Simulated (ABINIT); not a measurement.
# MnO (Pm-3m) in ABINIT: single point with PBE

Aim: the single point of MnO with PBE.

Everything below comes from runs of ABINIT 10.8.3 (patched build). Logs are shortened: lines on timing, memory, paths and dates and some standing lists are left out, and cuts for length are marked. The log counts tension as positive stress, the text compression.

**1. The crystal as given**

It takes space group Pm-3m (No. 221, cubic). The conventional cell has a = 2.672 Å, b = 2.672 Å, c = 2.672 Å, α = 90.00°, β = 90.00°, γ = 90.00°. Mn (site symmetry m-3m) has 8 O at 2.31 Å as nearest neighbours. O (site symmetry m-3m) is surrounded by 8 Mn at 2.31 Å.

Measurements of this composition are mostly on another form, of space group No. 225.

**2. Single point, PBE, collinear spin, ferromagnetic start**

run.abi

```
# Pseudopotentials
pp_dirpath "./"
pseudos "Mn.GGA_PBE-JTH.xml, O.GGA_PBE-JTH.xml"

# Structure
acell 3*1.0 Angstrom
rprim
     2.6723886600     0.0000000000     0.0000000000
     0.0000000000     2.6723886600     0.0000000000
     0.0000000000     0.0000000000     2.6723886600
ntypat 2
znucl 25 8
natom 2
typat 1 2
xred
     0.0000000000     0.0000000000     0.0000000000
     0.5000000000     0.5000000000     0.5000000000

# Plane-wave basis
ecut 26.0
pawecutdg 48.0
pawxcdev 0

# k points
kptopt 1
ngkpt 10 10 10
nshiftk 1
shiftk 0.0 0.0 0.0

# Exchange and correlation
ixc 11

# Bands and occupations
nband 16
occopt 3
tsmear 0.05 eV

# Spin
nsppol 2
spinat
     0.0000000000     0.0000000000     5.0000000000
     0.0000000000     0.0000000000     0.0000000000

# SCF cycle
nstep 100
tolvrs 1.0e-9

# Output
iomode 3
prtwf 0
prtden 0
prteig 0
prtebands 0
enunit 1
```

Potentials or basis: JTH PAW PBE v2.0.

On the command line:

```sh
> abinit run.abi > log 2>&1
```

run.abo:

```text
.Version 10.8.3 of ABINIT
 Symmetries : space group Pm -3 m (#221); Bravais cP (primitive cubic)
================================================================================
 Values of the parameters that define the memory need of the present run
     intxc =       0    ionmov =       0      iscf =      17    lmnmax =      18
     lnmax =       6     mgfft =      24  mpssoang =       3    mqgrid =    3001
     natom =       2  nloc_mem =       2    nspden =       2   nspinor =       1
    nsppol =       2      nsym =      48    n1xccc =       1    ntypat =       2
    occopt =       3   xclevel =       2
       mpw =         826          nfft =       13824          nkpt =          56
 PAW method is used; the additional fine FFT grid is defined by:
   mgfftf=        32    nfftf =     32768
================================================================================
================================================================================

--------------------------------------------------------------------------------
------------- Echo of variables that govern the present computation ------------
--------------------------------------------------------------------------------
 -outvars: echo values of preprocessed input variables --------
            acell      1.8897261259E+00  1.8897261259E+00  1.8897261259E+00 Bohr
              amu      5.49380500E+01  1.59994000E+01
             ecut      2.60000000E+01 Hartree
           enunit           1
                       outvar_i_n : Printing only first  50 k-points.
              ixc          11
                       outvar_i_n : Printing only first  50 k-points.
         kptrlatt       10    0    0      0   10    0      0    0   10
          kptrlen      5.05008267E+01
            natom           2
            nband          16
            ngfft          24      24      24
          ngfftdg          32      32      32
             nkpt          56
           nspden           2
           nsppol           2
            nstep         100
             nsym          48
           ntypat           2
                       prtocc : prtvol=0, do not print more k-points.
                       1.000000  1.000000  1.000000  1.000000  1.000000  1.000000
                       1.000000  1.000000  1.000000  1.000000  1.000000  0.000000
                       0.000000  0.000000  0.000000  0.000000
                       1.000000  1.000000  1.000000  1.000000  1.000000  1.000000
                       1.000000  1.000000  1.000000  1.000000  1.000000  0.000000
                       0.000000  0.000000  0.000000  0.000000
                       1.000000  1.000000  1.000000  1.000000  1.000000  1.000000
                       1.000000  1.000000  1.000000  1.000000  1.000000  0.000000
                       0.000000  0.000000  0.000000  0.000000
                       1.000000  1.000000  1.000000  1.000000  1.000000  1.000000
                       1.000000  1.000000  1.000000  1.000000  1.000000  0.000000
                       0.000000  0.000000  0.000000  0.000000
                       1.000000  1.000000  1.000000  1.000000  1.000000  1.000000
                       1.000000  1.000000  1.000000  1.000000  1.000000  0.000000
                       0.000000  0.000000  0.000000  0.000000
                       1.000000  1.000000  1.000000  1.000000  1.000000  1.000000
                       1.000000  1.000000  1.000000  1.000000  1.000000  0.000000
[... 118 lines left out ...]
                       1.000000  1.000000  1.000000  1.000000  1.000000  1.000000
                       1.000000  1.000000  1.000000  1.000000  0.000000  0.000000
                       0.000000  0.000000  0.000000  0.000000
                       1.000000  1.000000  1.000000  1.000000  1.000000  1.000000
                       1.000000  1.000000  1.000000  1.000000  0.000000  0.000000
                       0.000000  0.000000  0.000000  0.000000
                       1.000000  1.000000  1.000000  1.000000  1.000000  1.000000
                       1.000000  1.000000  1.000000  1.000000  0.000000  0.000000
                       0.000000  0.000000  0.000000  0.000000
                       1.000000  1.000000  1.000000  1.000000  1.000000  1.000000
                       1.000000  1.000000  1.000000  1.000000  0.000000  0.000000
                       0.000000  0.000000  0.000000  0.000000
                       1.000000  1.000000  1.000000  1.000000  1.000000  1.000000
                       1.000000  1.000000  1.000000  1.000000  0.000000  0.000000
                       0.000000  0.000000  0.000000  0.000000
                       prtocc : prtvol=0, do not print more k-points.
           occopt           3
        pawecutdg      4.80000000E+01 Hartree
         pawxcdev           0
           prtden           0
        prtebands           0
           prteig           0
            prtwf           0
            rprim      2.6723886600E+00  0.0000000000E+00  0.0000000000E+00
                       0.0000000000E+00  2.6723886600E+00  0.0000000000E+00
                       0.0000000000E+00  0.0000000000E+00  2.6723886600E+00
          spgroup         221
           spinat      0.0000000000E+00  0.0000000000E+00  5.0000000000E+00
                       0.0000000000E+00  0.0000000000E+00  0.0000000000E+00
           tolvrs      1.00000000E-09
           tsmear      1.83746611E-03 Hartree
            typat      1  2
           useylm           1
[... 122 lines left out ...]
- [  0.0000E+00,   0.0000E+00,   0.0000E+00, Mn]
- [  5.0000E-01,   5.0000E-01,   5.0000E-01,  O]
cartesian_forces: # hartree/bohr
- [ -0.00000000E+00,  -0.00000000E+00,  -0.00000000E+00, ]
- [ -0.00000000E+00,  -0.00000000E+00,  -0.00000000E+00, ]
force_length_stats: {min:   0.00000000E+00, max:   0.00000000E+00, mean:   0.00000000E+00, }
...

 Integrated electronic and magnetization densities in atomic spheres:
 ------------------------------------------------------------------------------------------------------------
 Radius=ratsph(iatom), smearing ratsm=  0.0000. Diff(up-dn)=approximate z local magnetic moment.
    Atom    Radius    up_density   dn_density  Total(up+dn)  Diff(up-dn)
    1 Mn   2.11192     8.443649     4.657862     13.101511     3.785787
    2  O   1.41465     2.292446     2.178926      4.471372     0.113519
 ------------------------------------------------------------------------------------------------------------
  Sum:                10.736095     6.836789     17.572883     3.899306
 Total magnetization (from the atomic spheres):                3.899306
 Total magnetization (exact up - dn):                          4.176083

================================================================================

 ----iterations are completed or convergence reached----

 Mean square residual over all n,k,spin=   43.781E-14; max=  22.924E-11
 reduced coordinates (array xred) for    2 atoms
       0.000000000000      0.000000000000      0.000000000000
       0.500000000000      0.500000000000      0.500000000000
 rms dE/dt=  0.0000E+00; max dE/dt=  0.0000E+00; dE/dt below (all hartree)
    1       0.000000000000      0.000000000000      0.000000000000
    2       0.000000000000      0.000000000000      0.000000000000

 cartesian coordinates (angstrom) at end:
    1      0.00000000000000     0.00000000000000     0.00000000000000
    2      1.33619433000000     1.33619433000000     1.33619433000000

 cartesian forces (hartree/bohr) at end:
    1     -0.00000000000000    -0.00000000000000    -0.00000000000000
    2     -0.00000000000000    -0.00000000000000    -0.00000000000000
 frms,max,avg= 0.0000000E+00 0.0000000E+00   0.000E+00  0.000E+00  0.000E+00 h/b

 cartesian forces (eV/Angstrom) at end:
    1     -0.00000000000000    -0.00000000000000    -0.00000000000000
    2     -0.00000000000000    -0.00000000000000    -0.00000000000000
 frms,max,avg= 0.0000000E+00 0.0000000E+00   0.000E+00  0.000E+00  0.000E+00 e/A
 length scales=  1.889726125908  1.889726125908  1.889726125908 bohr
              =  1.000000000000  1.000000000000  1.000000000000 angstroms
 Fermi (or HOMO) energy (eV) =   8.74282   Average Vxc (eV)= -12.36390
 Eigenvalues (   eV  ) for nkpt=  56  k points, SPIN UP:
 kpt#   1, nband= 16, wtk=  0.00100, kpt=  0.0000  0.0000  0.0000 (reduced coord)
 -72.35177  -41.01990  -41.01990  -41.01990  -11.53870    4.68264    4.68264    5.72343
   5.72343    5.72343    7.40155    7.40155    7.40155    9.07182   23.70811   23.70811
 prteigrs : prtvol=0 or 1, do not print more k-points.

 Eigenvalues (   eV  ) for nkpt=  56  k points, SPIN DOWN:
 kpt#   1, nband= 16, wtk=  0.00100, kpt=  0.0000  0.0000  0.0000 (reduced coord)
 -68.11155  -36.85716  -36.85716  -36.85716  -11.25238    5.98921    5.98921    5.98921
   7.78570    7.78570   10.46000   11.44409   11.44409   11.44409   24.97885   24.97885
 prteigrs : prtvol=0 or 1, do not print more k-points.

--- !EnergyTerms
iteration_state     : {dtset: 1, }
comment             : Components of total free energy in Hartree
kinetic             :  2.02713816761895E+01
hartree             :  2.38025553873704E+01
xc                  : -6.66250937333491E+00
Ewald energy        : -8.76107555738130E+01
psp_core            :  5.61435038162896E+00
local_psp           : -6.92858671445408E+01
PAW spherical_terms : -7.06704350140660E+00
internal            : -1.20937888147906E+02
'-kT*entropy'       : -6.06664256966935E-04
total_energy        : -1.20938494812163E+02
total_energy_eV     : -3.29090409434135E+03
...

--- !EnergyTermsDC
iteration_state     : {dtset: 1, }
comment             : '"Double-counting" decomposition of free energy'
band_energy         : -1.23851057224307E+01
Ewald energy        : -8.76107555738130E+01
psp_core            :  5.61435038162896E+00
xc_dc               : -2.17997389428802E+01
PAW spherical_terms : -4.75663562257257E+00
internal            : -1.20937885480068E+02
'-kT*entropy'       : -6.06664256966935E-04
total_energy_dc     : -1.20938492144324E+02
total_energy_dc_eV  : -3.29090402174575E+03
...

--- !EnergyTermsWithPAWCore
iteration_state     : {dtset: 1, }
comment             : 'Components of total free energy, including PAW core contributions'
Total energy        : -1.23387033894750E+03
Total energy DC     : -1.23387033627966E+03
Total energy (eV)   : -3.35753223705598E+04
Total energy DC (eV): -3.35753222979642E+04
...

 Cartesian components of stress tensor (hartree/bohr^3)
  sigma(1 1)= -1.87768368E-04  sigma(3 2)=  0.00000000E+00
  sigma(2 2)= -1.87768368E-04  sigma(3 1)=  0.00000000E+00
  sigma(3 3)= -1.87768368E-04  sigma(2 1)=  0.00000000E+00

-Cartesian components of stress tensor (GPa)         [Pressure=  5.5243E+00 GPa]
- sigma(1 1)= -5.52433611E+00  sigma(3 2)=  0.00000000E+00
- sigma(2 2)= -5.52433611E+00  sigma(3 1)=  0.00000000E+00
- sigma(3 3)= -5.52433611E+00  sigma(2 1)=  0.00000000E+00

== END DATASET(S) ==============================================================
================================================================================

 -outvars: echo values of variables after computation  --------
            acell      1.8897261259E+00  1.8897261259E+00  1.8897261259E+00 Bohr
           etotal     -1.2093849214E+02
            fcart     -0.0000000000E+00 -0.0000000000E+00 -0.0000000000E+00
                      -0.0000000000E+00 -0.0000000000E+00 -0.0000000000E+00
            rprim      2.6723886600E+00  0.0000000000E+00  0.0000000000E+00
                       0.0000000000E+00  2.6723886600E+00  0.0000000000E+00
                       0.0000000000E+00  0.0000000000E+00  2.6723886600E+00
           strten     -1.8776836787E-04 -1.8776836787E-04 -1.8776836787E-04
                       0.0000000000E+00  0.0000000000E+00  0.0000000000E+00
           xangst      0.0000000000E+00  0.0000000000E+00  0.0000000000E+00
                       1.3361943300E+00  1.3361943300E+00  1.3361943300E+00
             xred      0.0000000000E+00  0.0000000000E+00  0.0000000000E+00
                       5.0000000000E-01  5.0000000000E-01  5.0000000000E-01
 Calculation completed.
```

Wall time 64 s (1 thread of Arm Neoverse V1, shared host); peak memory 0.14 GiB.

Results:

| Item | Value |
| --- | --- |
| Free energy | -3290.9040 eV |
| Pressure | 5.5 GPa |
| Band gap on the k mesh | none (metal or under the smearing width) |
| Net moment | 4.18 μB per cell |
| Site moments | Mn +3.79; O +0.11 μB |
| Valence electrons inside the program's atomic spheres | Mn 13.10; O 4.47 |

Caveat: a cell with one magnetic atom can't hold antiferromagnetic order, which such compounds often take; semilocal functionals often make such compounds metallic where correlation or magnetic order opens a gap, which also shifts bond lengths. With open d or f shells a metallic result of PBE can be an artefact of self-interaction; +U or a hybrid may open a gap.

**3. The reference run**

An earlier run on the cell as given: functional PBE; potentials or basis JTH PAW PBE v2.0; cutoff 707 eV; k mesh 10 × 10 × 10; occupations fermi-dirac, width 0.05 eV; collinear spin, ferromagnetic start; starting moments [5.0, 0.0] μB.

- Pressure: 5.5 GPa
- Band gap on the k mesh: none (metal or under the smearing width)
- Net moment: 4.18 μB per cell
- Site moments: Mn +3.79; O +0.11 μB
- Valence electrons inside the program's atomic spheres: Mn 13.10; O 4.47
